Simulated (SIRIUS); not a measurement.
**FeO (Wuestite) in SIRIUS: convergence with gk cutoff**

Crystal: FeO (Wuestite).

```xyz
2
Lattice="0.0000 2.1554 2.1554 2.1554 0.0000 2.1554 2.1554 2.1554 0.0000" Properties=species:S:1:pos:R:3 pbc="T T T"
Fe    0.0000    0.0000    0.0000
O     2.1554    2.1554    2.1554
```

| Property | Result |
| --- | --- |
| Program | SIRIUS 7.12.0 |
| Task | convergence study |
| Functional | LDA |
| Potentials or basis | all-electron FP-LAPW |
| Cutoff | 84 eV |
| Basis | apw+lo standard |
| k mesh | 11 × 11 × 11 |
| Occupations | fermi-dirac, width 0.05 eV |
| Spin | collinear spin, ferromagnetic start |
| Starting moments | [3.0, 0.0] μB |

These are the settings of the first run; the series varies gk cutoff, with any setting tied to it.

Hardware: 1 thread of Arm Neoverse V1 (shared host).

| gk cutoff | energy less the tightest run, at zero smearing (meV/atom) | largest site moment (μB) | SCF cycles | CPU time (s) | peak memory (GiB) |
| --- | --- | --- | --- | --- | --- |
| 2.48 1/bohr | 2055.74 | 3.61 | 14 | 61 | 0.53 |
| 2.93 1/bohr | 673.88 | 3.62 | 11 | 49 | 0.54 |
| 3.38 1/bohr | 206.69 | 3.61 | 11 | 56 | 0.56 |
| 3.82 1/bohr | 54.91 | 3.62 | 9 | 63 | 0.65 |
| 4.27 1/bohr | 14.80 | 3.62 | 9 | 88 | 0.78 |
| 4.73 1/bohr | 3.02 | 3.62 | 9 | 130 | 0.95 |
| 5.17 1/bohr | 0.00 | 3.62 | 9 | 190 | 1.2 |

Against the tightest run, the largest site moment stays within 0.02 μB from 2.48 1/bohr on. Not settled before the last step: the energy (to 1 meV/atom). The tightest run that finished is the yardstick and may itself not be fully converged.

Caveat, for the tightest run too: a cell with one magnetic atom can't hold antiferromagnetic order, which such compounds often take.
